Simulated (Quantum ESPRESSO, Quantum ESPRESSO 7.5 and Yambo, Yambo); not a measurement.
## A GW chain in Yambo: MoS2 (2H monolayer)

How does a plane-wave GW calculation on MoS2 (2H monolayer) run from the first input to the gap?

Method: PBE and many-body steps on it, plane waves, in Quantum ESPRESSO 7.5 and Yambo 5.3.0.

**The experiments to reproduce.**

- Gap 2.161 ± 0.003 eV: free-particle direct gap at K; magneto-absorption of Rydberg excitons; 4 K; monolayer (exfoliated monolayer encapsulated in hBN, sample 1) (“Revealing exciton masses and dielectric properties of monolayer semiconductors with high magnetic fields”, 2019, pmc:6744484).

- Gap 2.18 ± 0.005 eV: quasiparticle gap at K, A series, from Rydberg series fit; photocurrent spectroscopy with Keldysh exciton fit; 5 K; monolayer (hBN-encapsulated monolayer phototransistor) (“Excitons, trions and Rydberg states in monolayer MoS2 revealed by low temperature photocurrent spectroscopy”, 2020, arxiv:2004.02526).

- Gap 2.75 eV: quasiparticle (electronic) gap from STS, without graphene; scanning tunnelling spectroscopy; 77 K; monolayer (“Slow cooling and efficient extraction of C-exciton hot carriers in MoS2 monolayer”, 2017, pmc:5227064).

- Gap 1.86 eV: optical gap, A exciton peak from PL (not quasiparticle gap); photoluminescence, 532 nm excitation; monolayer (as-grown CVD monolayer) on SiO2/Si (“Ultrafast formation of interlayer hot excitons in atomically thin MoS2/WS2 heterostructures”, 2016, pmc:4992179).

- Gap 1.88 eV: optical gap from PL peak; photoluminescence, 532 nm excitation; monolayer on quartz (“Slow cooling and efficient extraction of C-exciton hot carriers in MoS2 monolayer”, 2017, pmc:5227064).

This is a selection; 32 further reports are not listed.

## (1) Starting point

The cell holds 3 atoms: 1 Mo and 2 S. Cell: a = 3.185 Å, b = 3.185 Å, c = 16.000 Å, α = 90.0°, β = 90.0°, γ = 120.0°. Vacuum lies along c.

The structure was relaxed with PBE. The runs that relaxed it are not among those shown.

## (2) Ground state

This step: Quantum ESPRESSO 7.5; DFT, PBE, plane waves, norm-conserving pseudopotentials.

The ground-state density comes first.

pw.in reads:

```
&control
  calculation = 'scf'
  prefix = 'x'
  outdir = 'o'
  pseudo_dir = 'pseudo'
/
&system
  ibrav = 0
  nat = 3
  ntyp = 2
  ecutwfc = 72.0
  nbnd = 18
  force_symmorphic = .true.
/
&electrons
  conv_thr = 1e-10
  electron_maxstep = 80
  mixing_beta = 0.5
/
ATOMIC_SPECIES
  Mo 95.95 Mo.upf
  S 32.06 S.upf
CELL_PARAMETERS angstrom
  3.1851870510 -0.0000000003 0.0000000000
  -1.5925935253 2.7584529021 0.0000000000
  0.0000000000 0.0000000000 16.0000000000
ATOMIC_POSITIONS crystal
  Mo 0.3333333333 0.6666666667 0.5000000000
  S 0.6666666667 0.3333333333 0.5976878787
  S 0.6666666667 0.3333333333 0.4023121213
K_POINTS automatic
  12 12 1 0 0 0
```

Run with:

```sh
OMP_NUM_THREADS=1 mpirun -n 4 pw.x -nk 4 -in pw.in > pw.out
```

What it wrote:

```text
Program PWSCF v.7.5 starts

     This program is part of the open-source Quantum ESPRESSO suite
     for quantum simulation of materials; please cite
         "P. Giannozzi et al., J. Phys.:Condens. Matter 21 395502 (2009);
         "P. Giannozzi et al., J. Phys.:Condens. Matter 29 465901 (2017);
         "P. Giannozzi et al., J. Chem. Phys. 152 154105 (2020);
     in publications or presentations arising from this work. More details at
     Message from routine setup:
     using ibrav=0 with symmetry is DISCOURAGED, use correct ibrav instead

     G-vector sticks info

     bravais-lattice index     =            0
     lattice parameter (alat)  =       6.0191  a.u.
     unit-cell volume          =     948.6742 (a.u.)^3
     number of atoms/cell      =            3
     number of atomic types    =            2
     number of electrons       =        26.00
     number of Kohn-Sham states=           18
     kinetic-energy cutoff     =      72.0000  Ry
     charge density cutoff     =     288.0000  Ry
     scf convergence threshold =      1.0E-10
     mixing beta               =       0.5000
     number of iterations used =            8  plain     mixing
     Exchange-correlation= PBE
                           (   1   4   3   4   0   0   0)

     celldm(1)=   6.019131  celldm(2)=   0.000000  celldm(3)=   0.000000
     celldm(4)=   0.000000  celldm(5)=   0.000000  celldm(6)=   0.000000

     crystal axes: (cart. coord. in units of alat)
               a(1) = (   1.000000  -0.000000   0.000000 )
               a(2) = (  -0.500000   0.866025   0.000000 )
               a(3) = (   0.000000   0.000000   5.023253 )

     reciprocal axes: (cart. coord. in units 2 pi/alat)
               b(1) = (  1.000000  0.577350 -0.000000 )
               b(2) = (  0.000000  1.154701 -0.000000 )
               b(3) = ( -0.000000 -0.000000  0.199074 )
     Pseudo is Norm-conserving + core correction, Zval = 14.0
     Generated using ONCVPSP code by D. R. Hamann
     Using radial grid of 1640 points,  6 beta functions with:
     Pseudo is Norm-conserving + core correction, Zval =  6.0
     Generated using ONCVPSP code by D. R. Hamann
     Using radial grid of 1146 points,  6 beta functions with:
     Mo               14.00    95.95000     Mo( 1.00)
     S                 6.00    32.06000     S ( 1.00)

     12 Sym. Ops. (no inversion) found

   Cartesian axes

     site n.     atom                  positions (alat units)
         1        Mo     tau(   1) = (  -0.0000000   0.5773503   2.5116264  )
         2        S      tau(   2) = (   0.5000000   0.2886751   3.0023374  )
         3        S      tau(   3) = (   0.5000000   0.2886751   2.0209155  )

     number of k points=    19
                       cart. coord. in units 2pi/alat
        k(    1) = (   0.0000000   0.0000000   0.0000000), wk =   0.0138889
        k(    2) = (   0.0000000   0.0962250   0.0000000), wk =   0.0833333
        k(    3) = (   0.0000000   0.1924501   0.0000000), wk =   0.0833333
        k(    4) = (   0.0000000   0.2886751   0.0000000), wk =   0.0833333
        k(    5) = (   0.0000000   0.3849002   0.0000000), wk =   0.0833333
        k(    6) = (   0.0000000   0.4811252   0.0000000), wk =   0.0833333
        k(    7) = (  -0.0000000  -0.5773503   0.0000000), wk =   0.0416667
        k(    8) = (   0.0833333   0.1443376   0.0000000), wk =   0.0833333
        k(    9) = (   0.0833333   0.2405626   0.0000000), wk =   0.1666667
        k(   10) = (   0.0833333   0.3367877   0.0000000), wk =   0.1666667
     [... 7 further rows ...]
        k(   18) = (   0.2500000   0.5292377   0.0000000), wk =   0.1666667
        k(   19) = (   0.3333333   0.5773503   0.0000000), wk =   0.0277778

     Dense  grid:    78259 G-vectors     FFT dimensions: (  36,  36, 180)

     Initial potential from superposition of free atoms

     starting charge      25.9985, renormalised to      26.0000
     Starting wfcs are   18 randomized atomic wfcs

     per-process dynamical memory:    68.6 Mb

     Self-consistent Calculation

     iteration #  1     ecut=    72.00 Ry     beta= 0.50

     total energy              =    -184.69532139 Ry
     estimated scf accuracy    <       0.45894136 Ry

     iteration #  2     ecut=    72.00 Ry     beta= 0.50

     total energy              =    -184.63331439 Ry
     estimated scf accuracy    <       1.83440688 Ry

     iteration #  3     ecut=    72.00 Ry     beta= 0.50

     total energy              =    -184.89605608 Ry
     estimated scf accuracy    <       0.02970275 Ry

     iteration #  4     ecut=    72.00 Ry     beta= 0.50

     total energy              =    -184.89933024 Ry
     estimated scf accuracy    <       0.00151683 Ry

     iteration #  5     ecut=    72.00 Ry     beta= 0.50

     total energy              =    -184.89966033 Ry
     estimated scf accuracy    <       0.00010849 Ry

     iteration #  6     ecut=    72.00 Ry     beta= 0.50

     total energy              =    -184.89967220 Ry
     estimated scf accuracy    <       0.00000450 Ry

     iteration #  7     ecut=    72.00 Ry     beta= 0.50

     total energy              =    -184.89967384 Ry
     estimated scf accuracy    <       0.00000309 Ry

     iteration #  8     ecut=    72.00 Ry     beta= 0.50

     total energy              =    -184.89967438 Ry
     estimated scf accuracy    <       0.00000019 Ry

     iteration #  9     ecut=    72.00 Ry     beta= 0.50

     total energy              =    -184.89967439 Ry
     estimated scf accuracy    <       0.00000007 Ry

     iteration # 10     ecut=    72.00 Ry     beta= 0.50

     total energy              =    -184.89967440 Ry
     estimated scf accuracy    <          5.3E-09 Ry

     iteration # 11     ecut=    72.00 Ry     beta= 0.50

     total energy              =    -184.89967440 Ry
     estimated scf accuracy    <          5.9E-10 Ry

     iteration # 12     ecut=    72.00 Ry     beta= 0.50

     End of self-consistent calculation

          k = 0.0000 0.0000 0.0000 (  9735 PWs)   bands (ev):

   -60.6249 -34.7609 -34.5546 -34.5546 -13.8097 -12.5096  -5.3276  -2.3418
    -2.3418  -1.4985  -1.2395  -1.2395   0.2653   3.0177   3.0177   3.2627
     3.2627   5.6114

          k = 0.0000 0.0962 0.0000 (  9746 PWs)   bands (ev):

   -60.6224 -34.7560 -34.5799 -34.5604 -13.7079 -12.4677  -5.2111  -2.5693
    -2.2353  -1.9914  -1.4018  -0.9034   0.2130   2.8848   2.9881   3.1479
     3.1959   5.7914

          k = 0.0000 0.1925 0.0000 (  9742 PWs)   bands (ev):

   -60.6157 -34.7425 -34.6484 -34.5761 -13.4186 -12.3487  -4.9179  -3.0920
    -2.6360  -1.9382  -1.7845  -0.8120  -0.0215   2.5605   2.8317   2.8806
     3.6046   6.2089

          k = 0.0000 0.2887 0.0000 (  9784 PWs)   bands (ev):

     [... further k-points ...]

     highest occupied, lowest unoccupied level (ev):     0.2653    1.9227

!    total energy              =    -184.89967440 Ry
     estimated scf accuracy    <          1.9E-11 Ry

     The total energy is the sum of the following terms:
     one-electron contribution =    -790.89235891 Ry
     hartree contribution      =     396.98430678 Ry
     xc contribution           =     -33.33664116 Ry
     ewald contribution        =     242.34501889 Ry

     convergence has been achieved in  12 iterations

     XML data file, charge density, pseudopotentials, collected wavefunctions

=------------------------------------------------------------------------------=
   JOB DONE.
=------------------------------------------------------------------------------=
```

Elapsed: 21 s, on 4 MPI ranks of Arm Neoverse V1, shared host; peak memory 0.43 GiB; 83 s of CPU time.

This step gave:

```
total energy               : -2515.6882 eV
gap                        : 1.657 eV
k of the valence top       : 0, 0, 0
k of the conduction bottom : 0.3333, 0.3333, 0
least direct gap           : 1.676 eV
```

The gap is indirect, with the least direct gap 0.018 eV higher.

## (3) Bands along the symmetry lines

Levels along a band path, at the cheap level, show where the edges lie and whether the meshes to come will hold them.

pw.in reads:

```
&control
  calculation = 'bands'
  prefix = 'x'
  outdir = 'o'
  pseudo_dir = 'pseudo'
/
&system
  ibrav = 0
  nat = 3
  ntyp = 2
  ecutwfc = 72.0
  nbnd = 19
  force_symmorphic = .true.
/
&electrons
  conv_thr = 1e-9
  electron_maxstep = 80
  diago_full_acc = .true.
  diago_thr_init = 5e-6
/
ATOMIC_SPECIES
  Mo 95.95 Mo.upf
  S 32.06 S.upf
CELL_PARAMETERS angstrom
  3.1851870510 -0.0000000003 0.0000000000
  -1.5925935253 2.7584529021 0.0000000000
  0.0000000000 0.0000000000 16.0000000000
ATOMIC_POSITIONS crystal
  Mo 0.3333333333 0.6666666667 0.5000000000
  S 0.6666666667 0.3333333333 0.5976878787
  S 0.6666666667 0.3333333333 0.4023121213
K_POINTS crystal
  25
  0.00000000 0.00000000 0.00000000 1
  0.06250000 0.00000000 0.00000000 1
  0.12500000 0.00000000 0.00000000 1
  0.18750000 0.00000000 0.00000000 1
  0.25000000 0.00000000 0.00000000 1
  0.31250000 0.00000000 0.00000000 1
  0.37500000 0.00000000 0.00000000 1
  0.43750000 0.00000000 0.00000000 1
  0.50000000 0.00000000 0.00000000 1
  0.47916667 0.04166667 0.00000000 1
  0.45833333 0.08333333 0.00000000 1
  0.43750000 0.12500000 0.00000000 1
  0.41666666 0.16666666 0.00000000 1
  0.39583333 0.20833333 0.00000000 1
  0.37500000 0.25000000 0.00000000 1
  0.35416666 0.29166666 0.00000000 1
  0.33333333 0.33333333 0.00000000 1
  0.29166666 0.29166666 0.00000000 1
  0.25000000 0.25000000 0.00000000 1
  0.20833333 0.20833333 0.00000000 1
  0.16666666 0.16666666 0.00000000 1
  0.12500000 0.12500000 0.00000000 1
  0.08333333 0.08333333 0.00000000 1
  0.04166667 0.04166667 0.00000000 1
  0.00000000 0.00000000 0.00000000 1
```

What it wrote:

```text
[banner, memory and clock lines left out]
Program PWSCF v.7.5 starts

     Atomic positions and unit cell read from directory:
     o/x.save/

     Message from routine setup:
     using ibrav=0 with symmetry is DISCOURAGED, use correct ibrav instead

     G-vector sticks info

     bravais-lattice index     =            0
     lattice parameter (alat)  =       6.0191  a.u.
     unit-cell volume          =     948.6742 (a.u.)^3
     number of atoms/cell      =            3
     number of atomic types    =            2
     number of electrons       =        26.00
     number of Kohn-Sham states=           19
     kinetic-energy cutoff     =      72.0000  Ry
     charge density cutoff     =     288.0000  Ry
     Exchange-correlation= PBE
                           (   1   4   3   4   0   0   0)

     celldm(1)=   6.019131  celldm(2)=   0.000000  celldm(3)=   0.000000
     celldm(4)=   0.000000  celldm(5)=   0.000000  celldm(6)=   0.000000

     crystal axes: (cart. coord. in units of alat)
               a(1) = (   1.000000  -0.000000   0.000000 )
               a(2) = (  -0.500000   0.866025   0.000000 )
               a(3) = (   0.000000   0.000000   5.023253 )

     reciprocal axes: (cart. coord. in units 2 pi/alat)
               b(1) = (  1.000000  0.577350 -0.000000 )
               b(2) = (  0.000000  1.154701 -0.000000 )
               b(3) = ( -0.000000 -0.000000  0.199074 )
     Pseudo is Norm-conserving + core correction, Zval = 14.0
     Generated using ONCVPSP code by D. R. Hamann
     Using radial grid of 1640 points,  6 beta functions with:
     Pseudo is Norm-conserving + core correction, Zval =  6.0
     Generated using ONCVPSP code by D. R. Hamann
     Using radial grid of 1146 points,  6 beta functions with:
     Mo               14.00    95.95000     Mo( 1.00)
     S                 6.00    32.06000     S ( 1.00)

     12 Sym. Ops. (no inversion) found

   Cartesian axes

     site n.     atom                  positions (alat units)
         1        Mo     tau(   1) = (  -0.0000000   0.5773503   2.5116264  )
         2        S      tau(   2) = (   0.5000000   0.2886751   3.0023374  )
         3        S      tau(   3) = (   0.5000000   0.2886751   2.0209155  )

     number of k points=    25
                       cart. coord. in units 2pi/alat
        k(    1) = (   0.0000000   0.0000000   0.0000000), wk =   0.0800000
        k(    2) = (   0.0625000   0.0360844   0.0000000), wk =   0.0800000
        k(    3) = (   0.1250000   0.0721688   0.0000000), wk =   0.0800000
[...]
[... 13 further rows ...]
        k(   24) = (   0.0416667   0.0721688   0.0000000), wk =   0.0800000
        k(   25) = (   0.0000000   0.0000000   0.0000000), wk =   0.0800000

     Dense  grid:    78259 G-vectors     FFT dimensions: (  36,  36, 180)

     The potential is recalculated from file :
     o/x.save/charge-density

     Starting wfcs are   18 randomized atomic wfcs +    1 random wfcs

     Band Structure Calculation

     End of band structure calculation

          k = 0.0000 0.0000 0.0000 (  9735 PWs)   bands (ev):

   -60.6250 -34.7610 -34.5547 -34.5547 -13.8098 -12.5097  -5.3277  -2.3418
    -2.3418  -1.4986  -1.2395  -1.2395   0.2653   3.0177   3.0177   3.2627
     3.2627   5.6114   6.0381

          k = 0.0625 0.0361 0.0000 (  9744 PWs)   bands (ev):

   -60.6236 -34.7583 -34.5691 -34.5580 -13.7522 -12.4859  -5.2611  -2.4737
[...]
3.1963   5.7183   6.1137

          k = 0.1250 0.0722 0.0000 (  9746 PWs)   bands (ev):

[...]
3.3858   5.9766   6.3355

[...]
k = 0.0417 0.0722 0.0000 (  9735 PWs)   bands (ev):

[...]
3.1734   5.7506   6.1387

          k = 0.0000 0.0000 0.0000 (  9735 PWs)   bands (ev):

   -60.6250 -34.7610 -34.5547 -34.5547 -13.8098 -12.5096  -5.3277  -2.3418
    -2.3418  -1.4985  -1.2395  -1.2395   0.2653   3.0177   3.0177   3.2627
     3.2627   5.6114   6.0381

     XML data file, pseudopotentials, collected wavefunctions
```

The job ended after 9.7 s (4 MPI ranks; peak memory 0.35 GiB).

Numbers from this step:

| Item | Value |
| --- | --- |
| gap | 1.657 eV |
| k of the valence top | 0, 0, 0 |
| k of the conduction bottom | 0.3333, 0.3333, 0 |
| least direct gap | 1.676 eV |

The gap is 1.657 eV, as in the run before at this level.

The electronic bands at the labelled points (eV, zero at the top of the highest filled band):

| point | band 10 | band 11 | band 12 | band 13 | band 14 | band 15 | band 16 | band 17 |
| --- | --- | --- | --- | --- | --- | --- | --- | --- |
| Γ | -1.76 | -1.50 | -1.50 | 0.00 | 2.75 | 2.75 | 3.00 | 3.00 |
| halfway | -2.48 | -1.79 | -1.32 | -0.72 | 2.17 | 2.35 | 2.89 | 3.76 |
| M | -3.16 | -1.86 | -0.98 | -0.63 | 2.23 | 2.74 | 3.86 | 4.29 |
| halfway | -3.12 | -2.35 | -1.88 | -0.32 | 2.12 | 3.02 | 3.49 | 4.37 |
| K | -3.55 | -2.86 | -2.15 | -0.02 | 1.66 | 3.06 | 3.53 | 4.84 |
| halfway | -3.17 | -1.97 | -1.04 | -0.78 | 1.93 | 2.47 | 2.66 | 4.15 |
| Γ | -1.76 | -1.50 | -1.50 | 0.00 | 2.75 | 2.75 | 3.00 | 3.00 |

(Continued in part 2 of 3.)

[Paths, hosts, dates, memory and timing lines, banners, echoed tables and standing remarks are left out of the program output.]

[Logs are printed without paths, hosts, clocks, repeated set-up lines and the standing remarks that a program may print on its own settings, such as how far it seeks lower states.]

[Runs of the session that timed out or met a known fault of the program may be left out.]

[Hosts, paths, dates, database ids (printed as entryN), source tags and the programs' standing remarks are cut or masked in the printed files.]
